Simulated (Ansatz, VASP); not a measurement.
# Two plane-wave programs on Si

POSCAR

```
Si
1.0
    0.0000000000      2.7221053415      2.7221053415
    2.7221053415      0.0000000000      2.7221053415
    2.7221053415      2.7221053415      0.0000000000
Si
2
Direct
    0.5000000000      0.5000000000      0.5000000000
    0.7500000000      0.7500000000      0.7500000000
```

File INCAR.step1:

```
SYSTEM = Si
ALGO = Normal
EDIFF = 1E-4
ENCUT = 520
GGA = PE
ISMEAR = 0
LASPH = .TRUE.
LCHARG = .FALSE.
LREAL = .FALSE.
LWAVE = .TRUE.
NBANDS = 11
NELM = 80
PREC = Accurate
SIGMA = 0.05
```

INCAR.step2

```
SYSTEM = Si
ALGO = Normal
EDIFF = 1E-7
ENCUT = 520
ISIF = 2
ISMEAR = 0
ISTART = 1
LASPH = .TRUE.
LCHARG = .TRUE.
LELF = .TRUE.
LMIXTAU = .TRUE.
LREAL = .FALSE.
LVHAR = .TRUE.
LWAVE = .FALSE.
METAGGA = R2SCAN
NBANDS = 11
NELM = 80
PREC = Accurate
SIGMA = 0.05
```

File KPOINTS:

```
k-points
0
G
  8 8 8
  0 0 0
```

Input for Ansatz:

```yaml
crystal:
  lattice:
    - [0.0, 2.7221053415, 2.7221053415]
    - [2.7221053415, 0.0, 2.7221053415]
    - [2.7221053415, 2.7221053415, 0.0]
  atoms:
    - { symbol: Si, position: [0.5, 0.5, 0.5] }
    - { symbol: Si, position: [0.75, 0.75, 0.75] }
basis:
  ecutwfc: 500
kpoints:
  mp_grid: { grid: [8, 8, 8] }
hamiltonian:
  xc: r2scan
scf:
  occupations: { method: gaussian, width: 0.05 }
output:
  forces: true
  stress: true
  eigenvalues: true
  write_density: true
  write_potential: true
  elf: true
  volumetric_format: npy
```

Alike in both runs: task single point; functional r2SCAN; k mesh 8 × 8 × 8; occupations gaussian, width 0.05 eV; no spin polarisation.

```csv
,VASP,Ansatz
version,VASP 6.6.1,Ansatz 0.2.0
potentials or method,"VASP PAW PBE potentials, release 64 (Si)","scalar-relativistic, plane waves, PAW"
plane-wave cutoff (eV),520,500
valence electrons in the cell,8,8
```

```tsv
	VASP	Ansatz	Ansatz less VASP
gap on the k mesh at the Fermi level (eV)	0.83	0.81	-0.015
least direct gap on the mesh (eV)	2.75	2.74	-0.016
pressure (GPa)	-0.2	0.0	+0.24
```

Caveats: the PAW data sets were made with another functional, which shifts forces and pressure a little (VASP). r2SCAN opens gaps a little over a GGA but as a rule still falls short of measured ones. A k mesh can miss the band edges.
